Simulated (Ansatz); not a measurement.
**Structures of AlGa$_{3}$N$_{4}$: which is lowest?**

Plane-wave DFT in Ansatz with scalar-relativistic PAW potentials, cutoff 420 eV, Γ-centred meshes chosen by cell and gap, Gaussian smearing with energies taken to zero width. Every cell was relaxed (cell and atoms) in a run of its own, within the symmetry of its start. Functional: PBEsol.

Relaxed structures (starts from databases or built by putting these elements on another compound's sites):
A. P-43m, 8 atoms in the computed cell, a = 4.468 Å; sites (symmetry × multiplicity) Al -43m × 1, Ga -42.m × 3, N .3m × 4; start: database
B. Pm, 8 atoms in the computed cell, a = 5.142 Å, b = 3.165 Å, c = 5.478 Å, β = 90.0°; sites (symmetry × multiplicity) Al m × 1, Ga m × 1 + m × 1 + m × 1, N m × 1 + m × 1 + m × 1 + m × 1; start: database

Task: Rank them by energy. Could pressure change the order?

Result:
| structure | group | E − E(lowest) (meV/atom) | V (Å³/atom) | gap on mesh (eV) |
| --- | --- | --- | --- | --- |
| B | Pm | 0.0 | 11.15 | 2.36 |
| A | P-43m | 7.4 | 11.15 | 2.29 |

B is lowest, 7 meV/atom under A. The two lowest differ in volume by under 3 %, too little for a first-order estimate of what pressure does to that pair (other pairs aren't weighed here); with rigid cells even 3 % in favour of the higher one would need about 4 GPa. Other structures may lie lower than all of these, and vibrations aren't counted.